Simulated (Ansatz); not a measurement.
**CdO: relaxed-ion elastic tensor**

Method: Ansatz, DFT PBE, scalar-relativistic, plane waves, PAW. Settings: 420 eV plane-wave cutoff, Γ-centred 20×20×20 mesh, Fermi-Dirac smearing of 0.15 eV. No spin polarisation.

The cell, relaxed at this level:
```
CELL_PARAMETERS angstrom
0.00000 2.38428 2.38428
2.38428 0.00000 2.38428
2.38428 2.38428 0.00000
ATOMIC_POSITIONS crystal
Cd 0.50000 0.50000 0.50000
O 0.00000 0.00000 0.00000
```

The cell has the rock salt type, in a space group that the Crystallography Open Database lists for this formula; it was reached from a generator's guess. In a metal, frequencies and elastic constants depend on the k mesh and the smearing, soft modes and shear constants most. A semilocal functional can close a gap that the real compound has.

Question: Give the relaxed-ion elastic constants (GPa, Voigt order xx yy zz yz xz xy, on the Cartesian axes of the cell above).

Answer:
```
178.9  98.9  98.9   0.0   0.0   0.0
 98.9 178.9  98.9   0.0   0.0   0.0
 98.9  98.9 178.9   0.0   0.0   0.0
  0.0   0.0   0.0  47.1   0.0   0.0
  0.0   0.0   0.0   0.0  47.1   0.0
  0.0   0.0   0.0   0.0   0.0  47.1
```

Question: Is the crystal stable against homogeneous strain?

Answer: Yes: the least eigenvalue of the tensor is 47.1 GPa.

Question: And the moduli of a polycrystal (Hill averages)?

Answer: B = 126 GPa, G = 44 GPa, E = 118 GPa, ν = 0.34.
